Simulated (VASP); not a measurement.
Input of a VASP 6.6.1 run:

POSCAR

```
BAs
1.0
    0.0000000000      2.3885000000      2.3885000000
    2.3885000000      0.0000000000      2.3885000000
    2.3885000000      2.3885000000      0.0000000000
B As
1 1
Direct
    0.0000000000      0.0000000000      0.0000000000
    0.2500000000      0.2500000000      0.2500000000
```

File INCAR.step1:

```
SYSTEM = BAs
PREC     = Accurate       ! precision mode
ENCUT    = 520            ! plane-wave cutoff, eV
EDIFF    = 1E-5           ! SCF threshold, eV
ISMEAR   = 0              ! smearing method
SIGMA    = 0.02           ! smearing width, eV
LREAL    = .FALSE.        ! projectors in reciprocal space
LASPH    = .TRUE.         ! aspherical terms in the spheres
NELM     = 60             ! most SCF steps
ALGO     = Normal         ! electronic algorithm
ISIF     = 2              ! what is computed and relaxed
LWAVE    = .TRUE.         ! write WAVECAR
LCHARG   = .FALSE.        ! write CHGCAR
KPAR     = 4            
GGA      = PE             ! functional
```

The input INCAR.step2:

```
SYSTEM = BAs
PREC     = Accurate       ! precision mode
ENCUT    = 520            ! plane-wave cutoff, eV
EDIFF    = 1E-7           ! SCF threshold, eV
ISMEAR   = 0              ! smearing method
SIGMA    = 0.02           ! smearing width, eV
LREAL    = .FALSE.        ! projectors in reciprocal space
LASPH    = .TRUE.         ! aspherical terms in the spheres
NELM     = 60             ! most SCF steps
ALGO     = Normal         ! electronic algorithm
ISIF     = 2              ! what is computed and relaxed
LWAVE    = .FALSE.        ! write WAVECAR
LCHARG   = .FALSE.        ! write CHGCAR
GGA      = PE             ! functional
LHFCALC  = .TRUE.         ! exact exchange
HFSCREEN = 0.2            ! screening, 1/A
PRECFOCK = Fast         
KPAR     = 4            
ISTART   = 1
```

File KPOINTS:

```
Automatic mesh
0
G
  6 6 6
  0 0 0
```

File KPOINTS_OPT:

```
path GXWKGLUWLK,UX
8
line-mode
reciprocal
 0.0000000000  0.0000000000  0.0000000000  G
 0.5000000000  0.0000000000  0.5000000000  X

 0.5000000000  0.0000000000  0.5000000000  X
 0.5000000000  0.2500000000  0.7500000000  W

 0.5000000000  0.2500000000  0.7500000000  W
 0.3750000000  0.3750000000  0.7500000000  K

 0.3750000000  0.3750000000  0.7500000000  K
 0.0000000000  0.0000000000  0.0000000000  G

 0.0000000000  0.0000000000  0.0000000000  G
 0.5000000000  0.5000000000  0.5000000000  L

 0.5000000000  0.5000000000  0.5000000000  L
 0.6250000000  0.2500000000  0.6250000000  U

 0.6250000000  0.2500000000  0.6250000000  U
 0.5000000000  0.2500000000  0.7500000000  W

 0.5000000000  0.2500000000  0.7500000000  W
 0.5000000000  0.5000000000  0.5000000000  L

 0.5000000000  0.5000000000  0.5000000000  L
 0.3750000000  0.3750000000  0.7500000000  K

 0.6250000000  0.2500000000  0.6250000000  U
 0.5000000000  0.0000000000  0.5000000000  X
```

Potentials or basis: VASP PAW PBE potentials, release 64 (B, As).

Command:

```sh
$ cat potpaw_PBE.64/B/POTCAR potpaw_PBE.64/As/POTCAR > POTCAR
$ cp INCAR.step1 INCAR
$ mpirun -np 4 vasp_std > vasp.out
$ cp INCAR.step2 INCAR
$ mpirun -np 4 vasp_std > vasp.out
```

Task: What does it give for the band gap on the k mesh?

Result: 1.96 eV, indirect (least direct gap 4.13 eV).

Task: Predict the pressure.

Result: -0.6 GPa.

Task: What does it give for the band gap along the path?

Result: 1.88 eV, indirect (least direct gap 4.13 eV).

Levels at the corners of the path, in eV from the valence-band top:
| point | band 1 | band 2 | band 3 | band 4 | band 5 | band 6 | band 7 | band 8 |
| --- | --- | --- | --- | --- | --- | --- | --- | --- |
| Γ | -16.96 | 0.00 | 0.00 | 0.00 | 4.13 | 4.13 | 4.13 | 5.90 |
| X | -12.26 | -9.49 | -4.47 | -4.47 | 2.10 | 2.16 | 12.96 | 12.96 |
| X | -12.26 | -9.49 | -4.47 | -4.47 | 2.10 | 2.16 | 12.96 | 12.96 |
| W | -12.08 | -8.99 | -5.97 | -5.66 | 6.19 | 7.18 | 7.70 | 8.18 |
| W | -12.08 | -8.99 | -5.97 | -5.66 | 6.19 | 7.18 | 7.70 | 8.18 |
| K | -12.32 | -9.07 | -6.49 | -3.81 | 2.78 | 6.57 | 10.59 | 11.17 |
| K | -12.32 | -9.07 | -6.49 | -3.81 | 2.78 | 6.57 | 10.59 | 11.17 |
| Γ | -16.96 | 0.00 | 0.00 | 0.00 | 4.13 | 4.13 | 4.13 | 5.90 |
| Γ | -16.96 | 0.00 | 0.00 | 0.00 | 4.13 | 4.13 | 4.13 | 5.90 |
| L | -13.77 | -9.70 | -1.99 | -1.99 | 3.58 | 5.71 | 5.71 | 10.04 |
| L | -13.77 | -9.70 | -1.99 | -1.99 | 3.58 | 5.71 | 5.71 | 10.04 |
| U | -12.32 | -9.07 | -6.49 | -3.81 | 2.78 | 6.57 | 10.59 | 11.16 |
| U | -12.32 | -9.07 | -6.49 | -3.81 | 2.78 | 6.57 | 10.59 | 11.16 |
| W | -12.08 | -8.99 | -5.97 | -5.66 | 6.19 | 7.18 | 7.70 | 8.18 |
| W | -12.08 | -8.99 | -5.97 | -5.66 | 6.19 | 7.18 | 7.70 | 8.18 |
| L | -13.77 | -9.70 | -1.99 | -1.99 | 3.58 | 5.71 | 5.71 | 10.04 |
| L | -13.77 | -9.70 | -1.99 | -1.99 | 3.58 | 5.71 | 5.71 | 10.04 |
| K | -12.32 | -9.07 | -6.49 | -3.81 | 2.78 | 6.57 | 10.59 | 11.17 |
| U | -12.32 | -9.07 | -6.49 | -3.81 | 2.78 | 6.57 | 10.60 | 11.18 |
| X | -12.26 | -9.49 | -4.47 | -4.47 | 2.10 | 2.16 | 12.96 | 12.97 |

Caveat: the PAW data sets were made with another functional, which shifts forces and pressure a little; the mesh misses the band edges, which the band path finds closer together.
